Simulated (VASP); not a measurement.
Ni, 2 atoms in the cell. The structure is cubic, space group Im-3m (No. 229). The conventional cell has a = 2.735 Å, b = 2.735 Å, c = 2.735 Å, α = 90.00°, β = 90.00°, γ = 90.00°. Ni (site symmetry m-3m) is surrounded by 8 Ni at 2.37 Å. This isn't the form of Ni at room conditions, which is fcc.

- Program: VASP 6.6.1
- Task: single point
- Functional: revPBE
- Potentials or basis: VASP PAW PBE potentials, release 64 (Ni)
- Cutoff: 520 eV
- k mesh: 13 × 13 × 13
- Occupations: fermi-dirac, width 0.05 eV
- Spin: collinear spin, typed start
- Starting moments: [-0.599, -0.599] μB
- Dipole correction: no
- Further INCAR settings: ALGO = Normal; EDIFF = 1e-06; NBANDS = 21

Potentials or basis: VASP PAW PBE potentials, release 64 (Ni).

Run with:

```bash
$ cat potpaw_PBE.64/Ni/POTCAR > POTCAR
$ mpirun -np 1 vasp_std > vasp.out
```

Hardware: 1 thread of Intel(R) Xeon(R) 6975P-C (Granite Rapids), with other jobs on the host.

**Question.** How long does it take, and how much memory?

**Answer.** It took 24 s on 1 thread of Intel(R) Xeon(R) 6975P-C (Granite Rapids), on a shared host, peak memory 0.16 GiB. Counts: scf iterations 12, k points 84.
